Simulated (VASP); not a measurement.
Runs of VASP 6.6.1 on C. The structure is cubic, space group Fd-3m (No. 227). The conventional cell has a = 3.567 Å, b = 3.567 Å, c = 3.567 Å, α = 90.00°, β = 90.00°, γ = 90.00°. C (site symmetry -43m) has 4 C at 1.54 Å as nearest neighbours. This isn't the form of C at room conditions, which is graphite.

| task | level | potentials or basis | cell | k mesh | cutoff (eV) | gap on the mesh (eV) | pressure (GPa) | relaxed volume (Å³/atom) |
| --- | --- | --- | --- | --- | --- | --- | --- | --- |
| single point | LDA | VASP PAW LDA potentials, release 64 (C) | as given | 8 × 8 × 8 | 520 | 4.10 | -11.6 | - |
| relaxation of cell and atoms | PBEsol | VASP PAW PBE potentials, release 64 (C) | relaxed | 14 × 14 × 14 | 600 | 4.03 | 0.0 | 5.62 |
| single point | PBE | VASP PAW PBE potentials, release 64 (C) | as given | 8 × 8 × 8 | 520 | 4.13 | 2.5 | - |
| relaxation of cell and atoms | PBE+D3(BJ) | VASP PAW PBE potentials, release 64 (C) | relaxed | 14 × 14 × 14 | 600 | 4.15 | 0.0 | (c) |
| relaxation of cell and atoms | PBE | VASP PAW PBE potentials, release 64 (C) | relaxed | 14 × 14 × 14 | 600 | 4.12 | 0.0 | 5.70 |
| single point | PBEsol | VASP PAW PBE potentials, release 64 (C) | as given | 8 × 8 × 8 | 520 | 4.00 | (a) | - |
| relaxation of cell and atoms | r2SCAN | VASP PAW PBE potentials, release 64 (C) | relaxed | 14 × 14 × 14 | 600 | 4.33 | 0.0 | 5.65 |
| relaxation of cell and atoms | LDA | VASP PAW LDA potentials, release 64 (C) | relaxed | 14 × 14 × 14 | 600 | 4.17 | -0.1 | (b) |

Alike in all rows: no spin polarisation; smearing gaussian 0.03 eV.

Q: Fill in the values left out.

A: (a) -3.8; (b) 5.52; (c) 5.63.

Caveats: the PAW data sets were made with another functional, which shifts forces and pressure a little (some runs).

A k mesh can miss the band edges.

Not every run made on this cell is shown here.
